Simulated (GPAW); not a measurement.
# SnO (P4/nmm) in GPAW: notebook

The runs below take SnO through equation of state, band structure, with r2SCAN, PBEsol.

Program: GPAW 26.7.0. These are calculated values, not measurements. Logs are shortened: lines on timing, memory, paths and dates and some standing lists are left out, and cuts for length are marked. The log counts tension as positive stress, the text compression.

## (1) The structure

The structure is tetragonal, space group P4/nmm (No. 129). The conventional cell has a = 3.814 Å, b = 3.814 Å, c = 4.887 Å, α = 90.00°, β = 90.00°, γ = 90.00°. Sn (site symmetry 4mm) has 4 O at 2.23 Å as nearest neighbours. O (site symmetry -4m2) has 4 Sn at 2.23 Å as nearest neighbours.

The cell is a database's computed one.

## (2) Equation of state, r2SCAN

run.py

```python
from ase import Atoms
from ase.eos import EquationOfState
from ase.io import Trajectory
from ase.units import GPa
from ase.parallel import parprint
from gpaw import GPAW, PW

atoms = Atoms(['Sn', 'Sn', 'O', 'O'],
              cell=[[3.81369522, 0.0, 0.0],
                    [0.0, 3.81369522, 0.0],
                    [0.0, 0.0, 4.8869133]],
              scaled_positions=[[0.5, 0.0, 0.76462614],
                                [0.0, 0.5, 0.23537386],
                                [0.0, 0.0, 0.0],
                                [0.5, 0.5, 0.0]],
              pbc=True)

traj = Trajectory('eos.traj', 'w')
volumes, energies = [], []
for x in [0.94, 0.96, 0.98, 1.0, 1.02, 1.04, 1.06]:
    a = atoms.copy()
    a.set_cell(atoms.cell * x**(1 / 3), scale_atoms=True)
    calc = GPAW(mode=PW(800),
                xc='MGGA_X_R2SCAN+MGGA_C_R2SCAN',
                kpts={'size': (6, 6, 5), 'gamma': True},
                occupations={'name': 'fermi-dirac', 'width': 0.05},
                nbands=33,
                convergence={'density': 1e-05, 'energy': 1e-05},
                maxiter=150,
                txt=f'eos-{x:.2f}.txt')
    a.calc = calc
    energies.append(a.get_potential_energy(force_consistent=True))
    volumes.append(a.get_volume())
    p = -a.get_stress()[:3].mean() / GPa
    calc.write(f'eos-{x:.2f}.gpw')
    traj.write(a)
    parprint(f'{x:.2f} {volumes[-1]:10.4f} A^3 {energies[-1]:14.6f} eV {p:9.3f} GPa', flush=True)

v0, e0, B = EquationOfState(volumes, energies, eos='birchmurnaghan').fit()
parprint(f'V0 = {v0:.4f} A^3, E0 = {e0:.6f} eV, B0 = {B / GPa:.2f} GPa')
```

Potentials or basis: GPAW PAW data sets (gpaw-data 1.2.1), pw.

Command:

```
> OMP_NUM_THREADS=1 mpirun -n 4 gpaw python run.py
```

Log:

```text
__  _  _
 | _ |_)|_||  |
 |__||  | ||/\| - 26.7.0

Input parameters:
  mode=PW(ecut=800.0),
  convergence={'density': 1e-05, 'energy': 1e-05},
  kpts=MonkhorstPack(size=(6, 6, 5), gamma=True),
  maxiter=150,
  nbands=33,
  occupations=Occupations(name='fermi-dirac', width=0.05),
  xc=XC(name='MGGA_X_R2SCAN+MGGA_C_R2SCAN')

Diagonalizing LCAO Hamiltonian
Converting LCAO to pw mode
   .--------.
  /|        |
 * |        |
 | | Sn     |
 | |        |
 | |        |
 |Sn--------.
 |/   O    /
 O--------*

Atoms  # Å, Bohr magnetons
|   | symbol |        x |        y |        z |    initial magnetic moments |
|---|--------|----------|----------|----------|-----------------------------|
| 0 |     Sn | 1.867921 | 0.000000 | 3.660382 | ( 0.0000,  0.0000,  0.0000) |
| 1 |     Sn | 0.000000 | 1.867921 | 1.126771 | ( 0.0000,  0.0000,  0.0000) |
| 2 |      O | 0.000000 | 0.000000 | 0.000000 | ( 0.0000,  0.0000,  0.0000) |
| 3 |      O | 1.867921 | 1.867921 | 0.000000 | ( 0.0000,  0.0000,  0.0000) |

Unit cell  # Å
| periodic |        x |        y |        z |  lengths |    angles |
|----------|----------|----------|----------|----------|-----------|
|      yes | 3.735843 | 0.000000 | 0.000000 | 3.735843 | 90.000000 |
|      yes | 0.000000 | 3.735843 | 0.000000 | 3.735843 | 90.000000 |
|      yes | 0.000000 | 0.000000 | 4.787152 | 4.787152 | 90.000000 |

Number of symmetries: 8
Symmetry operations  # r_c * U_cc + t_c -> r_c
|   | kind |            matrix            |
|---|------|------------------------------|
| 0 |  E   |  1, 0, 0,  0, 1, 0,  0, 0, 1 |
| 1 |  σ   |  1, 0, 0,  0,-1, 0,  0, 0, 1 |
| 2 |  C2  |  0, 1, 0,  1, 0, 0,  0, 0,-1 |
| 3 |  S4  |  0, 1, 0, -1, 0, 0,  0, 0,-1 |
| 4 |  S4  |  0,-1, 0,  1, 0, 0,  0, 0,-1 |
| 5 |  C2  |  0,-1, 0, -1, 0, 0,  0, 0,-1 |
| 6 |  σ   | -1, 0, 0,  0, 1, 0,  0, 0, 1 |
| 7 |  C2  | -1, 0, 0,  0,-1, 0,  0, 0, 1 |

BZ-sampling:
  Number of BZ points: 180
  Number of IBZ points: 30

  Monkhorst-Pack size: [6, 6, 5]
  Monkhorst-Pack shift: [0.08333333333333333, 0.08333333333333333, 0.0]

K-points  # in reciprocal-cell coordinates
|     |                                coordinates |     weight |
|-----|--------------------------------------------|------------|
|   0 | (  0.00000000,   0.00000000,   0.00000000) | 0.00555556 |
|   1 | (  0.00000000,   0.00000000,   0.20000000) | 0.01111111 |
|   2 | (  0.00000000,   0.00000000,   0.40000000) | 0.01111111 |
|   3 | (  0.16666667,   0.00000000,   0.00000000) | 0.02222222 |
|   4 | (  0.16666667,   0.00000000,   0.20000000) | 0.04444444 |
|   5 | (  0.16666667,   0.00000000,   0.40000000) | 0.04444444 |
|   6 | (  0.16666667,   0.16666667,   0.00000000) | 0.02222222 |
|   7 | (  0.16666667,   0.16666667,   0.20000000) | 0.04444444 |
|   8 | (  0.16666667,   0.16666667,   0.40000000) | 0.04444444 |
|   9 | (  0.33333333,   0.00000000,   0.00000000) | 0.02222222 |
| ... |                                            |            |
|  29 | (  0.50000000,   0.50000000,   0.40000000) | 0.01111111 |

Plane wave coefficients: 3462
Cutoff: 800.0 eV

Spin-components: 1 (collinear spins)
Bands:           33
Projectors:      22
Spin-degeneracy: 2
Datatype:        complex128

Parallelization:
  kpt:    4
  domain: 1
  band:   1

Density:
  Valence electrons: 40.0
  Components: 1
  Grid points: [25 25 32]
  Charge: 0.0  # |e|

Potential:
  Grid points: [25 25 32]

species:
  Sn:
    name:    Tin
    Z:       50.0
    valence: 14
    core:    36
    charge:  0.0  # [|e|]
    compensation charges:
      type: gauss
      rc: 0.38  # [Å]
      lmax: 2
    cutoffs:
      filter: 2.23  # [Å]
      core: 2.35  # [Å]
    projectors
    | kind |    occ | energy [eV] | rcut [Å] |
    |------|--------|-------------|----------|
    |   5s |  2.000 |     -10.538 |    1.201 |
    |   5p |  2.000 |      -3.696 |    1.270 |
    |   4d | 10.000 |     -25.845 |    1.185 |
    |    s |        |      16.674 |    1.201 |
    |    p |        |      23.515 |    1.270 |
    |    d |        |       1.367 |    1.185 |

    Using partial waves for Sn as LCAO basis

  O:
    name:    Oxygen
    Z:       8.0
    valence: 6
    core:    2
    charge:  0.0  # [|e|]
    compensation charges:
      type: gauss
      rc: 0.21  # [Å]
      lmax: 2
    cutoffs:
      filter: 1.17  # [Å]
      core: 0.83  # [Å]
    projectors
    | kind |    occ | energy [eV] | rcut [Å] |
    |------|--------|-------------|----------|
    |   2s |  2.000 |     -23.961 |    0.688 |
    |   2p |  4.000 |      -9.029 |    0.598 |
    |    s |        |       3.251 |    0.688 |
    |    p |        |      18.182 |    0.598 |
    |    d |        |       0.000 |    0.619 |

    Using partial waves for O as LCAO basis

Reference energy: -340103.091216  # eV

eigensolver:
  PPCG
  Converge bands: occupied
  niter=2

density mixing:
  MSR1-Mixer
  Pratt-step length: 0.05
  Maximum mixing coefficient: 0.75
  Old densities: 10
  SVD Regularization: 0.005
  Good broyden scale: 1.0
  Trust region scale: 1.0
  Backstep threshold: 4.0
  History deletion threshold: 6.0
  Fourier metric: weight=20.0, sigma=0.015

occupation numbers:
  Fermi-Dirac:
    width: 0.0500  # eV

poisson solver:
  ecut: 6400.0  # eV

xc functional:
  name: MGGA_X_R2SCAN+MGGA_C_R2SCAN with 2 nearest neighbor stencil

convergence criteria:
- Maximum integral of absolute [dens]ity change: 1e-05 electrons / valence electron
- Maximum [total energy] change in last 3 cyles: 1e-05 eV / valence electron
- Maximum integral of absolute [eigenst]ate change: 4e-08 eV^2 / valence electron
maximum number of iterations: 150

SCF iterations
|iter     | |      energy | eigst |  dens |
|---------|-|-------------|-------|-------|
|iter:   1| |  -67.101619 | +0.16 |       |
|iter:   2| |  -57.082291 | -1.11 | -1.02 |
|iter:   3| |  -55.199660 | -0.64 | -1.05 |
|iter:   4| |  -55.259779 | -2.33 | -1.58 |
|iter:   5| |  -55.282978 | -3.00 | -1.81 |
|iter:   6| |  -55.282502 | -3.91 | -2.72 |
|iter:   7| |  -55.282593 | -5.11 | -3.23 |
|iter:   8| |  -55.282612c| -5.69 | -3.45 |
|iter:   9| |  -55.282612c| -7.28 | -4.23 |
|iter:  10| |  -55.282612c| -7.62c| -4.84 |
|iter:  11| |  -55.282612c| -8.20c| -5.47c|

Converged in 11 steps
Energy contributions relative to reference atoms: (reference = -340103.091216)

Energy contributions:
  Kinetic:          53.143181
  Coulomb:         -47.836656
  Zero:             -0.153528
  External:          0.000000
  Xc:              -60.434800
  Entropy:          -0.001616
  Spinorbit:         0.000000
  ----------------------------
  Free energy:     -55.283421
  Extrapolated:    -55.282612

dipole moment: (-22.964010, -22.964010, -26.893006)  # |e|*Ang

Fermi level: 7.611
Eigenvalues  # (at kpt = [0.000, 0.000, 0.000])
| band index |      eig [eV] | occ [0-2] |
|------------|---------------|-----------|
|          0 |       -15.807 |     2.000 |
|        ... |               |           |
|         11 |       -11.574 |     2.000 |
|         12 |        -0.941 |     2.000 |
|         13 |         0.218 |     2.000 |
|         14 |         0.218 |     2.000 |
|         15 |         0.332 |     2.000 |
|         16 |         3.229 |     2.000 |
[... 8 lines left out ...]
|         25 |        13.681 |     0.000 |
|         26 |        14.672 |     0.000 |
|        ... |               |           |
|         32 |        24.516 |     0.000 |

No gap
No difference between direct/indirect transitions

Stress tensor  # eV/Ang^3
|         x |         y |         z |
|-----------|-----------|-----------|
| -0.040000 |  0.000000 |  0.000000 |
|  0.000000 | -0.040000 |  0.000000 |
|  0.000000 |  0.000000 | -0.032315 |

# Writing to eos-0.94.gpw (mode='')
```

Wall time 6.5 min (4 MPI ranks of Arm Neoverse V1, shared host); peak memory 0.86 GiB.

What came out:

```yaml
Equilibrium_volume: "17.66 Å³/atom (rough: see the caveat)"
Bulk_modulus_at_fixed_shape_and_positions: 97 GPa (rough)
```

Energy against volume, from the lowest point:
```
volume (Å³/atom)  energy (meV/atom)
          16.703              17.30
          17.058               6.54
          17.414               0.94
          17.769               0.00
          18.125               3.41
          18.480              10.49
          18.835              20.99
```

Caveat: the points scatter about the fit; the cell was scaled at fixed shape and fractional positions, which overstates the stiffness of a crystal with free parameters, most of all of layers and chains; the PAW data sets were made with another functional, which shifts forces and pressure a little.

## (3) Band structure, PBEsol

run.py

```python
from ase import Atoms
from ase.dft.bandgap import bandgap
from ase.io import write
from ase.units import GPa
from gpaw import GPAW, PW, setup_paths

setup_paths.insert(0, '.')

atoms = Atoms(['Sn', 'Sn', 'O', 'O'],
              cell=[[3.81369522, 0.0, 0.0],
                    [0.0, 3.81369522, 0.0],
                    [0.0, 0.0, 4.8869133]],
              scaled_positions=[[0.5, 0.0, 0.76462614],
                                [0.0, 0.5, 0.23537386],
                                [0.0, 0.0, 0.0],
                                [0.5, 0.5, 0.0]],
              pbc=True)

calc = GPAW(mode=PW(800),
            xc='PBEsol',
            kpts={'size': (7, 7, 6), 'gamma': True},
            occupations={'name': 'fermi-dirac', 'width': 0.05},
            nbands=33,
            convergence={'density': 1e-05, 'energy': 1e-05},
            maxiter=150,
            txt='gpaw.txt')
atoms.calc = calc
energy = atoms.get_potential_energy()
forces = atoms.get_forces()
stress = atoms.get_stress()
calc.write('gs.gpw')
write('result.traj', atoms)
print(f'Energy: {energy:.6f} eV')
print('Forces (eV/A):')
print(forces.round(4))
print('Stress (GPa):', (stress / GPa).round(3))
print('Fermi level:', round(calc.get_fermi_level(), 4), 'eV')
print(f'Gap: {bandgap(calc)[0]:.4f} eV, direct: {bandgap(calc, direct=True)[0]:.4f} eV')

path = atoms.cell.bandpath('GXMGZRAZ,XR,MA', npoints=60, eps=1e-4)
bs_calc = calc.fixed_density(kpts=path, symmetry='off', nbands=50,
                             convergence={'bands': 'CBM+6.0', 'eigenstates': 1e-6}, txt='bands.txt')
bs = bs_calc.band_structure()
bs.write('bs.json')
print(f'Gap on the path: {bandgap(bs_calc)[0]:.4f} eV')
```

Potentials or basis: PAW data sets generated in the run's folder for this functional, pw.

Command:

```
> gpaw-setup -f PBEsol O Sn
> OMP_NUM_THREADS=1 python run.py
```

gpaw.txt:

```text
__  _  _
 | _ |_)|_||  |
 |__||  | ||/\| - 26.7.0

Input parameters:
  mode=PW(ecut=800.0),
  convergence={'density': 1e-05, 'energy': 1e-05},
  kpts=MonkhorstPack(size=(7, 7, 6), gamma=True),
  maxiter=150,
  nbands=33,
  occupations=Occupations(name='fermi-dirac', width=0.05),
  xc=XC(name='PBEsol')

Diagonalizing LCAO Hamiltonian
Converting LCAO to pw mode
   .--------.
  /|        |
 * |        |
 | | Sn     |
 | |        |
 | |        |
 |Sn--------.
 |/    O   /
 O--------*

Atoms  # Å, Bohr magnetons
|   | symbol |        x |        y |        z |    initial magnetic moments |
|---|--------|----------|----------|----------|-----------------------------|
| 0 |     Sn | 1.906848 | 0.000000 | 3.736662 | ( 0.0000,  0.0000,  0.0000) |
| 1 |     Sn | 0.000000 | 1.906848 | 1.150252 | ( 0.0000,  0.0000,  0.0000) |
| 2 |      O | 0.000000 | 0.000000 | 0.000000 | ( 0.0000,  0.0000,  0.0000) |
| 3 |      O | 1.906848 | 1.906848 | 0.000000 | ( 0.0000,  0.0000,  0.0000) |

Unit cell  # Å
| periodic |        x |        y |        z |  lengths |    angles |
|----------|----------|----------|----------|----------|-----------|
|      yes | 3.813695 | 0.000000 | 0.000000 | 3.813695 | 90.000000 |
|      yes | 0.000000 | 3.813695 | 0.000000 | 3.813695 | 90.000000 |
|      yes | 0.000000 | 0.000000 | 4.886913 | 4.886913 | 90.000000 |

Number of symmetries: 8
Symmetry operations  # r_c * U_cc + t_c -> r_c
|   | kind |            matrix            |
[... 140 lines left out ...]

SCF iterations
|iter     | |      energy | eigst |  dens |
|---------|-|-------------|-------|-------|
|iter:   1| |  -28.175747 | +0.13 |       |
|iter:   2| |  -27.208958 | -1.55 | -1.03 |
|iter:   3| |  -25.151864 | -1.05 | -1.09 |
|iter:   4| |  -25.120550 | -2.94 | -1.56 |
|iter:   5| |  -25.113292 | -3.16 | -1.80 |
|iter:   6| |  -25.113506 | -4.34 | -2.60 |
|iter:   7| |  -25.113548c| -5.74 | -3.25 |
|iter:   8| |  -25.113554c| -6.19 | -3.79 |
|iter:   9| |  -25.113551c| -6.71 | -4.08 |
|iter:  10| |  -25.113551c| -8.40c| -4.81 |
|iter:  11| |  -25.113551c| -8.68c| -5.24c|

Converged in 11 steps
Energy contributions relative to reference atoms: (reference = -339939.740564)

Energy contributions:
  Kinetic:          32.065297
  Coulomb:         -31.514634
  Zero:              0.197862
  External:          0.000000
  Xc:              -25.861879
  Entropy:          -0.000393
  Spinorbit:         0.000000
  ----------------------------
  Free energy:     -25.113748
  Extrapolated:    -25.113551

dipole moment: (-23.564100, -23.564100, -27.455784)  # |e|*Ang

Fermi level: 6.662
Eigenvalues  # (at kpt = [0.000, 0.000, 0.000])
| band index |      eig [eV] | occ [0-2] |
|------------|---------------|-----------|
|          0 |       -15.412 |     2.000 |
|        ... |               |           |
|         12 |        -1.208 |     2.000 |
|         13 |        -0.105 |     2.000 |
|         14 |         0.189 |     2.000 |
|         15 |         0.189 |     2.000 |
|         16 |         3.015 |     2.000 |
|         17 |         3.301 |     2.000 |
[... 8 lines left out ...]
|         26 |        13.232 |     0.000 |
|         27 |        13.636 |     0.000 |
|        ... |               |           |
|         32 |        21.959 |     0.000 |

Gap: 0.359 eV
Transition (v -> c):
  (s=0, k=0, n=19, [0.00, 0.00, 0.00]) -> (s=0, k=36, n=20, [0.43, 0.43, 0.00])
Direct/indirect transitions are different
Direct gap: 1.950 eV
Transition at: (s=0, k=1, n=19, [0.00, 0.00, 0.17])

Forces  # eV/Ang
|       x |       y |        z |
|---------|---------|----------|
| 0.00000 | 0.00000 | -0.02192 |  # Sn   0
| 0.00000 | 0.00000 |  0.02192 |  # Sn   1
| 0.00000 | 0.00000 |  0.00000 |  # O    2
| 0.00000 | 0.00000 |  0.00000 |  # O    3

Stress tensor  # eV/Ang^3
|        x |        y |        z |
|----------|----------|----------|
| 0.008164 | 0.000000 | 0.000000 |
| 0.000000 | 0.008164 | 0.000000 |
| 0.000000 | 0.000000 | 0.006903 |

# Writing to gs.gpw (mode='')
```

It took 66 s on 1 thread of AMD EPYC 9R45 (Zen 5), shared host; peak memory 0.54 GiB.

What came out:

```yaml
Free_energy: -25.1137 eV
Pressure: -1.2 GPa
Largest_force: 0.022 eV/Å
Band_gap_on_the_k_mesh: 0.36 eV, indirect (least direct gap 1.95 eV)
Band_gap_along_the_path: 0.12 eV, indirect (least direct gap 1.93 eV)
```

Forces in eV/Å, atoms in the order of the input:
```
Sn   0.000  0.000 -0.022
Sn   0.000  0.000  0.022
O    0.000  0.000  0.000
O    0.000  0.000  0.000
```

Stress tensor (GPa, compression positive):
```
-1.31  0.00  0.00
 0.00 -1.31  0.00
 0.00  0.00 -1.11
```

Levels at the corners of the path, in eV from the valence-band top:
```csv
point,band 16,band 17,band 18,band 19,band 20,band 21,band 22,band 23,band 24,band 25
Γ,-6.30,-3.48,-3.19,-3.19,-0.01,1.97,4.15,4.73,4.73,5.58
X,-5.03,-4.87,-4.87,-2.66,-2.66,3.10,3.10,5.83,5.83,5.89
M,-5.16,-2.52,-2.52,-1.85,-1.85,0.12,0.12,4.37,4.37,7.09
Γ,-6.30,-3.48,-3.19,-3.19,-0.01,1.97,4.15,4.73,4.73,5.58
Z,-3.54,-3.21,-3.21,-3.20,-2.20,1.56,2.98,2.98,3.65,7.72
R,-5.48,-4.84,-4.84,-1.72,-1.72,2.49,2.49,5.42,5.42,6.54
A,-5.59,-2.62,-2.62,-2.52,-2.52,2.37,2.37,3.89,3.89,5.51
Z,-3.54,-3.21,-3.21,-3.20,-2.20,1.56,2.98,2.98,3.65,7.72
X,-5.03,-4.87,-4.87,-2.66,-2.66,3.10,3.10,5.83,5.83,5.89
R,-5.48,-4.84,-4.84,-1.72,-1.72,2.49,2.49,5.42,5.42,6.54
M,-5.16,-2.52,-2.52,-1.85,-1.85,0.12,0.12,4.37,4.37,7.09
A,-5.59,-2.62,-2.62,-2.52,-2.52,2.37,2.37,3.89,3.89,5.51
```

Caveat: spin-orbit coupling is left out, which moves the levels of the heavy elements; the mesh misses the band edges, which the band path finds closer together. Expect the measured gap to be larger: semilocal functionals such as PBEsol lack the derivative discontinuity.

[end of part 1 of 2]
